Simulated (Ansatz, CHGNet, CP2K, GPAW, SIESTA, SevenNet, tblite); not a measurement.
**CP2K runs on Janus WSSe zigzag nanoribbon, bare edges (72 atoms)**

Wanted: CP2K inputs and outputs for Janus WSSe zigzag nanoribbon, bare edges (72 atoms), checked against a plane-wave reference.

Calculated with CP2K 2026.2; the method is named at each step.

## Step 1: The structure

The cell holds 72 atoms: 24 W, 24 S and 24 Se. Its edges and angles: a = 25.760 Å, b = 19.436 Å, c = 15.230 Å, α = 90.0°, β = 90.0°, γ = 90.0°. It derives from WSeS (Janus WSSe). Janus WSSe (a = 3.22 Å), rectangular cell with x along the zigzag direction; strip nominally 8 Å wide, 8 periods, 12 Å of vacuum; not relaxed, displaced by a Gaussian of 0.02 Å. Then every atom was moved at random, 0.03 Å r.m.s. a Cartesian component. Vacuum lies along b and c. The structure's axis is a.

The yardstick, on the same geometry:

```
method                 : Kohn-Sham DFT, PBE, PAW, plane waves (Ansatz 0.2.0); cutoff 420 eV, Γ point, fermi-dirac smearing of 0.05 eV; PAW set soft_2
r.m.s. force component : 0.9704 eV/Å
longest force          : 3.435 eV/Å
SCF cycles             : 16
time                   : 99 s on 16 threads of Arm Neoverse N1, shared host
CPU time               : 25 min
```

## Step 2: PBE, DZVP-UZH, 600/60 Ry, diagonalisation

Method: Kohn-Sham DFT, PBE, GTH-PBE pseudopotentials, Gaussian and plane waves, DZVP-MOLOPT (UZH set), diagonalisation.

input.inp

```
&GLOBAL
  PROJECT cell
  RUN_TYPE ENERGY_FORCE
  PRINT_LEVEL LOW
&END GLOBAL
&FORCE_EVAL
  METHOD QS
  &DFT
    BASIS_SET_FILE_NAME BASIS_MOLOPT_UZH
    POTENTIAL_FILE_NAME POTENTIAL_UZH
    &MGRID
      CUTOFF 600
      REL_CUTOFF 60
      NGRIDS 5
    &END MGRID
    &QS
      EPS_DEFAULT 1.0E-12
    &END QS
    &SCF
      SCF_GUESS ATOMIC
      EPS_SCF 5.0E-06
      MAX_SCF 200
      ADDED_MOS 49
      &DIAGONALIZATION
        ALGORITHM STANDARD
      &END DIAGONALIZATION
      &SMEAR ON
        METHOD FERMI_DIRAC
        ELECTRONIC_TEMPERATURE [K] 580
      &END SMEAR
      &MIXING
        METHOD BROYDEN_MIXING
        ALPHA 0.2
        NBROYDEN 12
        BETA 0.05
      &END MIXING
      &PRINT
        &RESTART OFF
        &END RESTART
      &END PRINT
    &END SCF
    &XC
      &XC_FUNCTIONAL PBE
      &END XC_FUNCTIONAL
    &END XC
    &PRINT
      &MULLIKEN ON
      &END MULLIKEN
      &HIRSHFELD ON
        SHAPE_FUNCTION DENSITY
      &END HIRSHFELD
      &MO ON
        EIGENVALUES T
        OCCUPATION_NUMBERS T
        MO_INDEX_RANGE 301 324
        &EACH
          QS_SCF 0
        &END EACH
        ADD_LAST NUMERIC
      &END MO
    &END PRINT
  &END DFT
  &SUBSYS
    &CELL
      A 25.76000 0.00000 0.00000
      B 0.00000 19.43627 0.00000
      C 0.00000 0.00000 15.23000
    &END CELL
    &TOPOLOGY
      COORD_FILE_NAME structure.xyz
      COORD_FILE_FORMAT XYZ
    &END TOPOLOGY
    &KIND W
      BASIS_SET DZVP-MOLOPT-PBE-GTH-q14
      POTENTIAL GTH-PBE-q14
    &END KIND
    &KIND S
      BASIS_SET DZVP-MOLOPT-PBE-GTH-q6
      POTENTIAL GTH-PBE-q6
    &END KIND
    &KIND Se
      BASIS_SET DZVP-MOLOPT-PBE-GTH-q6
      POTENTIAL GTH-PBE-q6
    &END KIND
  &END SUBSYS
  &PRINT
    &FORCES ON
    &END FORCES
  &END PRINT
&END FORCE_EVAL
```

structure.xyz

```xyz
72

W 1.61361 5.98598 7.62657
W 25.71544 8.78850 7.70806
S 1.59377 7.83515 9.17196
Se 1.62262 7.83904 6.02560
W 1.60691 11.63377 7.69846
S 0.04199 10.61648 9.24933
Se 0.03040 10.70511 5.96483
S 1.65740 13.45476 9.20791
Se 1.58372 13.42696 6.03611
W 4.85937 6.00114 7.68673
W 3.25272 8.82815 7.68734
S 4.80630 7.86586 9.28284
Se 4.80527 7.84778 5.98295
W 4.84108 11.63727 7.69755
S 3.24009 10.63242 9.24354
Se 3.16668 10.56653 5.98478
S 4.81274 13.37157 9.22253
Se 4.79007 13.40383 6.02011
W 8.01548 5.99395 7.71141
W 6.44155 8.79336 7.72405
S 8.04098 7.81805 9.17135
Se 8.07447 7.88121 5.97717
W 8.08297 11.61473 7.66343
S 6.40909 10.62095 9.24370
Se 6.38539 10.63378 6.01372
S 7.99359 13.41705 9.18674
Se 8.05052 13.54319 5.99834
W 11.22544 5.94322 7.69465
W 9.66283 8.83942 7.70623
S 11.27902 7.85692 9.23532
Se 11.27799 7.84487 6.02697
W 11.27541 11.59335 7.72085
S 9.69632 10.65943 9.17212
Se 9.69143 10.69695 5.99666
S 11.22672 13.41958 9.21156
Se 11.28958 13.42366 6.04037
W 14.51061 5.98520 7.70851
W 12.94492 8.73136 7.70379
S 14.52426 7.88102 9.23319
Se 14.47429 7.84584 6.01783
W 14.51756 11.61842 7.72115
S 12.80968 10.62289 9.15186
Se 12.86738 10.62387 5.94564
S 14.46476 13.40520 9.18232
Se 14.51602 13.43143 5.99498
W 17.75869 6.04798 7.70745
W 16.03869 8.82173 7.65582
S 17.71361 7.91873 9.27477
Se 17.70279 7.84759 5.95402
W 17.66750 11.56030 7.76364
S 16.03637 10.63164 9.23197
Se 16.11880 10.63319 6.03748
S 17.64199 13.49616 9.24476
Se 17.76178 13.45942 6.01326
W 20.91042 5.98715 7.69785
W 19.28625 8.78617 7.69328
[... 12 atom lines left out ...]
S 22.45113 10.66896 9.31223
Se 22.50986 10.62250 5.96513
S 24.19482 13.41550 9.14607
Se 24.11110 13.48216 6.00169
```

On the command line:

```
OMP_NUM_THREADS=2 cp2k.psmp -i input.inp > output.txt
```

Numbers of over 12 decimals in the logs are rounded to 6 here.

What it wrote:

```text
CP2K| version string:                                       CP2K version 2026.2
 CP2K| Input file name                                                 input.inp
 GLOBAL| Basis set file name                                    BASIS_MOLOPT_UZH
 GLOBAL| Potential file name                                       POTENTIAL_UZH
 GLOBAL| Run type                                                   ENERGY_FORCE
 GLOBAL| Total number of message passing processes                             1
 GLOBAL| Number of threads for this process                                    2
 TOTAL NUMBERS AND MAXIMUM NUMBERS
  Total number of            - Atomic kinds:                                   3
                             - Atoms:                                         72
                             - Shell sets:                                    72
                             - Shells:                                       432
                             - Primitive Cartesian functions:                336
                             - Cartesian basis functions:                   1416
                             - Spherical basis functions:                   1248
  Maximum angular momentum of- Orbital basis functions:                        3
                             - Local part of the GTH pseudopotential:          2
                             - Non-local part of the GTH pseudopotential:      4
 SCF PARAMETERS         Density guess:                                    ATOMIC
                        max_scf:                                             200
                        eps_scf:                                        5.00E-06
                        added MOs                                        49    0
                        Mixing method:                            BROYDEN_MIXING
                                                charge density mixing in g-space
                        Smear method:                                FERMI_DIRAC
                        Electronic temperature [K]:                        580.0
                        Electronic temperature [a.u.]:                  1.84E-03
                        Accuracy threshold:                             1.00E-10
 Extrapolation method: initial_guess
 Number of electrons:                                                        624
 Number of occupied orbitals:                                                312
 Number of molecular orbitals:                                               361
 Number of orbital functions:                                               1248
 Number of independent orbital functions:                                   1248
 SCF WAVEFUNCTION OPTIMIZATION
  Step     Update method      Time    Convergence         Total energy    Change
     1 NoMix/Diag. 0.20E+00   24.4     2.12213376     -2115.5879555451 -2.12E+03
     2 Broy./Diag. 0.20E+00   30.1     1.69506705     -2117.4322531050 -1.84E+00
     3 Broy./Diag. 0.20E+00   31.6     1.56981953     -2076.9162826902  4.05E+01
     4 Broy./Diag. 0.20E+00   31.0     0.87546532     -2112.2786681280 -3.54E+01
[...]
57 Broy./Diag. 0.20E+00   35.7     0.00000783     -2106.2314409437  1.37E-05
    58 Broy./Diag. 0.20E+00   37.0     0.00000454     -2106.2314417360 -7.92E-07
  *** SCF run converged in    58 steps ***
  Electronic density on regular grids:       -623.9999999999        0.0000000001
  Core density on regular grids:              623.9999999992       -0.0000000008
  Total charge density on r-space grids:       -0.0000000007
  Total charge density g-space grids:          -0.0000000007
  Overlap energy of the core charge distribution:               2.47218e-07
  Self energy of the core charge distribution:              -3513.508120
  Core Hamiltonian energy:                                    766.744715
  Hartree energy:                                             927.330130
  Exchange-correlation energy:                               -286.769997
  Electronic entropic energy:                                  -0.028170
  Fermi energy:                                                -0.091790
  Total energy:                                             -2106.231442
  Total energy (extrapolated to T->0):                      -2106.217357
 MO| EIGENVALUES AND OCCUPATION NUMBERS
 MO|
 MO|  Index      Eigenvalue [a.u.]        Eigenvalue [eV]             Occupation
 MO|    301              -0.108484              -2.951986               1.999774
 MO|    302              -0.108093              -2.941354               1.999721
 MO|    303              -0.105075              -2.859230               1.998556
[...]
MO|    323              -0.083159              -2.262876               0.018041
 MO|    324              -0.082676              -2.249737               0.013900
 MO| Sum:                                                             624.000000
 MO| E(Fermi):           -0.091790 a.u.         -2.497744 eV
 !-----------------------------------------------------------------------------!
                     Mulliken Population Analysis
 #  Atom  Element  Kind  Atomic population                           Net charge
       1     W        1         13.986063                              0.013937
       2     W        1         14.289830                             -0.289830
       3     S        2          5.932190                              0.067810
[...]
71     S        2          6.033150                             -0.033150
      72     Se       3          5.967307                              0.032693
 # Total charge                            624.000000                  0.000000
 !-----------------------------------------------------------------------------!
 !-----------------------------------------------------------------------------!
                           Hirshfeld Charges
  #Atom  Element  Kind  Ref Charge     Population                    Net charge
      1       W      1      14.000         13.909                         0.091
      2       W      1      14.000         13.922                         0.078
      3       S      2       6.000          6.069                        -0.069
[...]
71       S      2       6.000          6.095                        -0.095
     72       Se     3       6.000          6.046                        -0.046
  Total Charge                                                           -0.000
 !-----------------------------------------------------------------------------!
 ENERGY| Total FORCE_EVAL ( QS ) energy [hartree]          -2106.231448
 FORCES| Atomic forces [hartree/bohr]
 FORCES|   Atom     x               y               z               |f|
 FORCES|      1 -2.53669235E-03  5.11893479E-02  1.53857131E-02   5.35117212E-02
 FORCES|      2  6.76654256E-03  2.37123084E-03 -1.24219021E-02   1.43426806E-02
 FORCES|      3  4.32678661E-03 -3.03030792E-02 -5.77032581E-04   3.06158563E-02
[...]
FORCES|     71  1.95992850E-03 -1.31033449E-02 -2.58286107E-02   2.90285393E-02
 FORCES|     72 -3.36475768E-03  8.87584873E-03  6.40782124E-03   1.14526179E-02
 FORCES| Sum     5.78284579E-07  1.93079595E-06  2.76453412E-05
 FORCES| Total atomic force                                       2.77187171E-05
```

Wall time 36 min (2 threads of Arm Neoverse N1, shared host); peak memory 19 GiB.

Banners, paths, timers and routine set-up lines are dropped from the logs unmarked, and long logs keep their key lines alone; longer cuts are marked.

Compared with the plane-wave run:

```yaml
r_m_s_force_component: 0.9859 eV/Å
r_m_s_difference_of_force_components: 46.94 meV/Å
longest_difference_of_force_vectors: 145.6 meV/Å
force_difference_over_r_m_s_force: 4.838 %
slope_of_forces_against_the_reference_s: 1.015
correlation_of_force_components: 0.999
```

Length of the force difference by element (eV/Å):

| element | atoms | mean | most |
| --- | --- | --- | --- |
| S | 24 | 0.044 | 0.088 |
| Se | 24 | 0.074 | 0.14 |
| W | 24 | 0.099 | 0.15 |

Local excerpt of 11 atoms (numbers count through the whole input) about W59, whose charge lies farthest from its element's mean; x, y, z are measured from there.

| atom | x | y | z | distance (Å) | bonds | Hirshfeld charge (e) | Fx | Fy | Fz (eV/Å) |
| --- | --- | --- | --- | --- | --- | --- | --- | --- | --- |
| W59 | 0.00 | 0.00 | 0.00 | 0.00 | 6 | 0.15 | 0.45 | -0.44 | 0.48 |
| S62 | 0.00 | 1.71 | 1.44 | 2.24 | 1 | -0.09 | -0.10 | 0.14 | -0.54 |
| S60 | -1.56 | -0.97 | 1.48 | 2.36 | 3 | -0.06 | -0.74 | -0.64 | 0.23 |
| S69 | 1.54 | -0.99 | 1.56 | 2.41 | 3 | -0.05 | 1.02 | -0.11 | -1.06 |
| Se63 | 0.07 | 1.78 | -1.75 | 2.50 | 1 | -0.06 | 0.03 | 0.76 | -0.33 |
| Se70 | 1.60 | -1.04 | -1.79 | 2.61 | 3 | -0.02 | 0.21 | 0.96 | -0.32 |
| Se61 | -1.62 | -1.09 | -1.75 | 2.62 | 3 | -0.02 | -0.04 | 1.24 | -0.37 |
| W68 | 3.23 | -0.08 | -0.06 | 3.24 | 6 | 0.14 | -0.24 | -0.18 | 1.89 |
| W50 | -3.24 | -0.10 | 0.01 | 3.25 | 6 | 0.15 | 0.43 | 1.10 | 0.84 |
| W65 | 1.69 | -2.81 | -0.08 | 3.28 | 6 | 0.07 | -1.08 | -1.05 | 1.83 |
| W56 | -1.63 | -2.88 | -0.06 | 3.31 | 6 | 0.07 | 0.04 | -0.12 | 1.60 |

Forces lie 4.8 % from the reference's, at 2.4 times its CPU time (on 2 against 16 cores).

## Step 3: PBE+D3(BJ), DZVP-UZH, 600/60 Ry, diagonalisation

Method: Kohn-Sham DFT, PBE+D3(BJ), GTH-PBE pseudopotentials, Gaussian and plane waves, DZVP-MOLOPT (UZH set), diagonalisation.

Changes to input.inp since step 2:

```diff
@@ -44,2 +44,10 @@
       &END XC_FUNCTIONAL
+      &VDW_POTENTIAL
+        POTENTIAL_TYPE PAIR_POTENTIAL
+        &PAIR_POTENTIAL
+          TYPE DFTD3(BJ)
+          PARAMETER_FILE_NAME dftd3.dat
+          REFERENCE_FUNCTIONAL PBE
+        &END PAIR_POTENTIAL
+      &END VDW_POTENTIAL
     &END XC
@@ -68,6 +76,29 @@
     &END CELL
-    &TOPOLOGY
-      COORD_FILE_NAME structure.xyz
-      COORD_FILE_FORMAT XYZ
-    &END TOPOLOGY
+    &COORD
+      W 1.61361 5.98598 7.62657
+      W 25.71544 8.78850 7.70806
+      S 1.59377 7.83515 9.17196
+      Se 1.62262 7.83904 6.02560
+      W 1.60691 11.63377 7.69846
+      S 0.04199 10.61648 9.24933
+      Se 0.03040 10.70511 5.96483
+      S 1.65740 13.45476 9.20791
+      Se 1.58372 13.42696 6.03611
+      W 4.85937 6.00114 7.68673
+      W 3.25272 8.82815 7.68734
+      S 4.80630 7.86586 9.28284
+      Se 4.80527 7.84778 5.98295
+      W 4.84108 11.63727 7.69755
+      S 3.24009 10.63242 9.24354
+      Se 3.16668 10.56653 5.98478
+      S 4.81274 13.37157 9.22253
+      Se 4.79007 13.40383 6.02011
+      W 8.01548 5.99395 7.71141
+      W 6.44155 8.79336 7.72405
+[... 48 atom lines left out ...]
+      S 22.45113 10.66896 9.31223
+      Se 22.50986 10.62250 5.96513
+      S 24.19482 13.41550 9.14607
+      Se 24.11110 13.48216 6.00169
+    &END COORD
     &KIND W
```

What it wrote:

```text
CP2K| version string:                                       CP2K version 2026.2
 CP2K| Input file name                                                 input.inp
 GLOBAL| Basis set file name                                    BASIS_MOLOPT_UZH
 GLOBAL| Potential file name                                       POTENTIAL_UZH
 GLOBAL| Run type                                                   ENERGY_FORCE
 GLOBAL| Total number of message passing processes                             1
 GLOBAL| Number of threads for this process                                    2
[... lines left out ...]
                        Smear method:                                FERMI_DIRAC
[... lines left out ...]
 Number of electrons:                                                        624
[... lines left out ...]
  Step     Update method      Time    Convergence         Total energy    Change
[... lines left out ...]
  *** SCF run converged in    58 steps ***
[... lines left out ...]
  Fermi energy:                                                -0.091790
  Total energy:                                             -2106.862962
  Total energy (extrapolated to T->0):                      -2106.848877
[... lines left out ...]
 MO| E(Fermi):           -0.091790 a.u.         -2.497744 eV
[... lines left out ...]
                           Hirshfeld Charges
  #Atom  Element  Kind  Ref Charge     Population                    Net charge
      1       W      1      14.000         13.909                         0.091
      2       W      1      14.000         13.922                         0.078
      3       S      2       6.000          6.069                        -0.069
[...]
71       S      2       6.000          6.095                        -0.095
     72       Se     3       6.000          6.046                        -0.046
  Total Charge                                                           -0.000
 !-----------------------------------------------------------------------------!
 ENERGY| Total FORCE_EVAL ( QS ) energy [hartree]          -2106.862969
 FORCES| Atomic forces [hartree/bohr]
 FORCES|   Atom     x               y               z               |f|
 FORCES|      1 -2.52495869E-03  5.33262188E-02  1.53818645E-02   5.55577428E-02
 FORCES|      2  6.75635336E-03  3.40898889E-03 -1.24949635E-02   1.46079988E-02
 FORCES|      3  4.35893134E-03 -2.90848543E-02 -2.03494951E-03   2.94799941E-02
[...]
FORCES|     71  1.91010040E-03 -1.45481395E-02 -2.68872675E-02   3.06304098E-02
 FORCES|     72 -3.34652262E-03  7.24744160E-03  7.50438571E-03   1.09562963E-02
 FORCES| Sum     5.78284591E-07  1.93079594E-06  2.76453411E-05
 FORCES| Total atomic force                                       2.77187170E-05
```

Wall time 33 min (2 threads); peak memory 19 GiB.

Compared with the plane-wave run:

- r.m.s. force component: 0.9883 eV/Å
- r.m.s. difference of force components: 63.94 meV/Å
- longest difference of force vectors: 180 meV/Å
- force difference over r.m.s. force: 6.589 %
- slope of forces against the reference's: 1.016
- correlation of force components: 0.998

Against the first run (4.8 %), the force difference from the reference is 6.6 %, at 0.91 times the CPU time; the model has changed, so this is no error of the program alone.

[end of part 1 of 2]

[Also dropped from logs without a mark: logging warnings of Python, and SIESTA's first energy breakdown and zero terms.]

[Logs are printed without paths, hosts, clocks, repeated set-up lines and the standing remarks that a program may print on its own settings, such as how far it seeks lower states.]

[Hosts, paths, dates, database ids (printed as entryN), source tags and the programs' standing remarks are cut or masked in the printed files.]
